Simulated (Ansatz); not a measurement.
Chalcopyrite CuInS₂ was calculated with r²SCAN (PAW; Ansatz, an electronic-structure program).

Run with plane-wave cutoff 560 eV, 10×10×10 k mesh, Fermi–Dirac smearing 0.01 eV, no spin polarisation, scalar-relativistic PAW data made under PBE.

Energies at three volumes about the minimum:

```tsv
V (Å³/atom)	E − E_lowest (meV/atom)
20.787	2.02
21.212	0.00
21.636	1.88
```

Problem. Fit a parabola by hand: where is the minimum, and what is the bulk modulus?

Solution. Slopes: (0.00 − 2.02)/(21.212 − 20.787) = -4.753 and (1.88 − 0.00)/(21.636 − 21.212) = 4.434 meV/Å³. Curvature E″ = 2 × (4.434 − (-4.753))/(21.636 − 20.787) = 21.642 meV/Å⁶. From the middle of the first interval, the slope vanishes at V0 = 20.9995 − (-4.753)/21.642 = 21.219 Å³/atom. B = V0 E″ = 21.219 × 21.642 meV/Å³ × 0.1602 GPa per meV/Å³ = 73.6 GPa. The full Birch–Murnaghan fit to all volumes gives V0 = 21.212 Å³/atom and B0 = 73.6 GPa.

Shape and atoms are relaxed at each volume.

Note: the bulk modulus comes from volumes at which shape and atoms were relaxed.
